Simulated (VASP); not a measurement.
Input of a VASP 6.6.1 run:

The input INCAR:

```
SYSTEM = Ag
PREC     = Accurate       ! precision mode
ENCUT    = 600            ! plane-wave cutoff, eV
EDIFF    = 1E-7           ! SCF threshold, eV
ISMEAR   = 1              ! smearing method
SIGMA    = 0.1            ! smearing width, eV
LREAL    = .False.        ! projectors in reciprocal space
LASPH    = .True.         ! aspherical terms in the spheres
NELM     = 80             ! most SCF steps
ALGO     = Normal         ! electronic algorithm
ISIF     = 3              ! what is computed and relaxed
LWAVE    = .False.        ! write WAVECAR
LCHARG   = .False.        ! write CHGCAR
GGA      = PS             ! functional
IBRION   = 2              ! ionic algorithm
NSW      = 90             ! ionic steps
EDIFFG   = -0.005         ! ionic threshold
KPAR     = 4
```

File KPOINTS:

```
Automatic mesh
0
Gamma
  16 16 16
  0 0 0
```

The input POSCAR:

```
Ag                                      
1.0
    0.0000000000      2.0257627213      2.0257627213
    2.0257627213      0.0000000000      2.0257627213
    2.0257627213      2.0257627213      0.0000000000
  Ag            
     1
Direct
     0.0000000000000000    0.0000000000000000    0.0000000000000000
```

Potentials or basis: VASP PAW PBE potentials, release 64 (Ag).

Run with:

```sh
$ cat potpaw_PBE.64/Ag/POTCAR > POTCAR
$ mpirun -np 4 vasp_std > vasp.out
```

(1) What does it give for the band gap on the k mesh?

## Answers

(1) none (metal or under the smearing width).

Caveat: the relaxation stopped at its first step, so nothing moved.
